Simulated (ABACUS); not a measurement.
# SnTe: band structure with PBE

**The experiment to reproduce.**

A printed reference work, textbook reports, for a bulk crystal of SnTe at 300 K: band gap 0.18 eV (direct).

Crystal: SnTe.

```xyz
2
Lattice="-3.1509 0.0000 3.1509 0.0000 3.1509 3.1509 -3.1509 3.1509 0.0000" Properties=species:S:1:pos:R:3 pbc="T T T"
Te   -3.1509    3.1509    3.1509
Sn    0.0000    0.0000    0.0000
```

| Property | Result |
| --- | --- |
| Program | ABACUS 3.10.1 |
| Task | band structure |
| Functional | PBE |
| Potentials or basis | PseudoDojo NC FR 0.4 PBE standard |
| Cutoff | 1361 eV |
| Density cutoff | 5442 eV |
| Basis | DZP LCAO (the cutoffs set its grid) |
| Occupations | fermi-dirac, width 0.05 eV |
| Spin | spin-orbit coupling, no magnetisation |
| Radial cutoff of the potentials (pseudo_rcut) | 7 bohr |
| Orbital files | Te Te_confined-atom_8au_2s2p2d.orb, Sn Sn_confined-atom_8au_2s2p2d.orb |
| Density | read from an earlier self-consistent run |
| Path | G-X-W-K-G-L-U-W-L-K, U-X |
| Points for each segment of the path | 10 |
| SCF threshold on the density | 1e-07 |
| Max SCF steps | 100 |
| Eigensolver | genelpa |
| Mixing | broyden |
| Mixing share | 0.4 |
| Symmetry key | -1 |
| Bands | 50 |

```json
{"Band gap along the path": "0.22 eV, indirect (least direct gap 0.24 eV)"}
```

Levels at the corners of the path, in eV from the Fermi level:
| point | band 26 | band 27 | band 28 | band 29 | band 30 | band 31 | band 32 | band 33 | band 34 | band 35 |
| --- | --- | --- | --- | --- | --- | --- | --- | --- | --- | --- |
| Γ | -2.76 | -1.92 | -1.92 | -1.92 | -1.92 | 2.88 | 2.88 | 3.79 | 3.79 | 3.79 |
| X | -5.71 | -4.05 | -4.05 | -3.60 | -3.60 | 2.37 | 2.37 | 4.64 | 4.64 | 5.47 |
| W | -5.04 | -4.86 | -4.86 | -0.90 | -0.90 | 0.81 | 0.81 | 4.76 | 4.76 | 5.07 |
| K | -5.31 | -3.41 | -3.41 | -2.74 | -2.74 | 2.81 | 2.81 | 3.36 | 3.36 | 4.52 |
| Γ | -2.76 | -1.92 | -1.92 | -1.92 | -1.92 | 2.88 | 2.88 | 3.79 | 3.79 | 3.79 |
| L | -2.23 | -1.65 | -1.65 | -0.12 | -0.12 | 0.12 | 0.12 | 0.28 | 0.28 | 0.45 |
| U | -5.31 | -3.41 | -3.41 | -2.74 | -2.74 | 2.81 | 2.81 | 3.36 | 3.36 | 4.52 |
| W | -5.04 | -4.86 | -4.86 | -0.90 | -0.90 | 0.81 | 0.81 | 4.76 | 4.76 | 5.07 |
| L | -2.23 | -1.65 | -1.65 | -0.12 | -0.12 | 0.12 | 0.12 | 0.28 | 0.28 | 0.45 |
| K | -5.31 | -3.41 | -3.41 | -2.74 | -2.74 | 2.81 | 2.81 | 3.36 | 3.36 | 4.52 |
| U | -5.31 | -3.41 | -3.41 | -2.74 | -2.74 | 2.81 | 2.81 | 3.36 | 3.36 | 4.52 |
| X | -5.71 | -4.05 | -4.05 | -3.60 | -3.60 | 2.37 | 2.37 | 4.64 | 4.64 | 5.47 |

Wall time 2.5 s on 4 MPI ranks on AMD EPYC 7B13 (Zen 3), with other jobs on the host, peak memory 0.56 GiB a rank.

A measured gap of SnTe is 0.18 eV (direct; 300 K; a printed reference work, textbook); the calculated 0.22 eV misses it by +0.04 eV. The value is that of PBE in an atomic basis (PseudoDojo NC FR 0.4 PBE standard, DZP LCAO (the cutoffs set its grid)), whose error adds to the functional's,, without temperature or zero-point motion.

Caveat: the atomic orbitals were generated for these runs and aren't a published set; the density is read from an earlier self-consistent run, whose mesh may be coarse; the basis of atomic orbitals isn't converged, which shifts pressures, moduli and gaps.
